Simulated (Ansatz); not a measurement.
Cs: frozen-core PAW against all-electron methods

```
Cs
1.0
    -2.55385    2.55385    9.59607
     2.55385   -2.55385    9.59607
     2.55385    2.55385   -9.59607
Cs
2
Cartesian
  2.5538 0.0000 4.7980
  0.0000 0.0000 9.5961
```

Atoms are numbered in the order listed.

Structure from Materials Project entry mp-3 (possibly hypothetical), not relaxed further.

No spin–orbit coupling, which matters for the heavy atoms here.

All numbers are computed: DFT, LDA, PAW with Ansatz's default frozen-core files, scalar-relativistic (Ansatz 0.2.0); DFT, LDA, all-electron PAW with datasets made for the crystal, scalar-relativistic (Ansatz 0.2.0); DFT, LDA, all-electron LAPW, scalar-relativistic (Ansatz 0.2.0).

For PAW: a Γ-centred 9×9×9 k mesh, Fermi–Dirac smearing of 0.03 eV, cutoff 420 eV, no spin polarisation; the PAW files were made with PBE, and the program remakes their frozen cores for this functional. The crystal-made all-electron datasets (AE datasets) take a cutoff of 160 eV at this cell. LAPW targets a basis error of 0.25 meV/atom. The Ansatz runs share mesh, smearing and spin set-up. Plane-wave (PAW) pressures include the program's estimate of the Pulay term.

Stress and pressure are positive in compression.

Levels count from the Fermi level.

| quantity | PAW | AE datasets | LAPW |
| --- | --- | --- | --- |
| pressure (GPa) | -0.32 | -0.32 | -0.32 |
| stress xx (GPa) | -0.27 | -0.27 | -0.27 |
| stress zz (GPa) | -0.40 | -0.40 | -0.40 |
| highest filled level at S0 (eV) | -0.086 | -0.086 | -0.086 |
| lowest empty level at S0 (eV) | 0.205 | 0.205 | 0.205 |
| highest filled level at N (eV) | -0.137 | -0.137 | -0.137 |
| lowest empty level at N (eV) | 0.364 | 0.364 | 0.364 |
| highest filled level at M (eV) | -1.077 | -1.077 | -1.077 |
| lowest empty level at M (eV) | 1.217 | 1.217 | 1.217 |

PAW's pressure differs from the LAPW value by about 0.01 GPa or less.
